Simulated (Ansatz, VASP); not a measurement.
# MgTe: VASP beside Ansatz

Contents of INCAR:

```
ALGO = Normal
EDIFF = 1E-7
ENCUT = 520
GGA = CA
ISIF = 2
ISMEAR = 0
LASPH = True
LCHARG = False
LREAL = False
LWAVE = False
NBANDS = 16
NELM = 100
PREC = Accurate
SIGMA = 0.05
```

Contents of KPOINTS:

```
k-points
0
Gamma
  9 9 4
```

Contents of POSCAR:

```
MgTe
1.0
    4.5400020208      0.0000000000      0.0000000000
   -2.2700010104      3.9317570832      0.0000000000
    0.0000000000      0.0000000000      7.3950000000
Mg Te
2 2
Direct
    0.3333333333      0.6666666667      0.0000000000
    0.6666666667      0.3333333333      0.5000000000
    0.3333333333      0.6666666667      0.3700000000
    0.6666666667      0.3333333333      0.8700000000
```

Input for Ansatz:

```yaml
crystal:
  lattice:
    - [4.5400020208, 0.0, 0.0]
    - [-2.2700010104, 3.9317570832, 0.0]
    - [0.0, 0.0, 7.395]
  atoms:
    - { symbol: Mg, position: [0.3333333333, 0.6666666667, 0.0] }
    - { symbol: Mg, position: [0.6666666667, 0.3333333333, 0.5] }
    - { symbol: Te, position: [0.3333333333, 0.6666666667, 0.37] }
    - { symbol: Te, position: [0.6666666667, 0.3333333333, 0.87] }
basis:
  ecutwfc: 420
kpoints:
  mp_grid: { grid: [9, 9, 4] }
hamiltonian:
  xc: lda
scf:
  occupations: { method: gaussian, width: 0.05 }
output:
  forces: true
  stress: true
  eigenvalues: true
```

Alike in both runs: task single point; functional LDA; k mesh 9 × 9 × 4; occupations gaussian, width 0.05 eV; no spin polarisation.

|  | VASP | Ansatz |
| --- | --- | --- |
| version | VASP 6.6.1 | Ansatz 0.2.0 |
| potentials or method | VASP PAW LDA potentials, release 64 (Mg, Te) | scalar-relativistic, plane waves, PAW |
| plane-wave cutoff (eV) | 520 | 420 |
| valence electrons in the cell | 16 | 52 |

```csv
,VASP,Ansatz,Ansatz less VASP
gap on the k mesh at the Fermi level (eV),2.32,2.30,-0.023
least direct gap on the mesh (eV),2.32,2.30,-0.023
pressure (GPa),-0.8,-0.8,+0.04
largest component of the traceless stress (GPa),0.70,0.69,-0.006
rms of the force components (eV/Å),0.120,0.118,-0.0021
```

Atom by atom the forces differ by 0.002 eV/Å (rms over components). The two sets of potentials don't hold the same shells in valence.

Caveats: spin-orbit coupling is left out, which moves the levels of the heavy elements. Expect the measured gap to be larger: semilocal functionals such as LDA lack the derivative discontinuity.
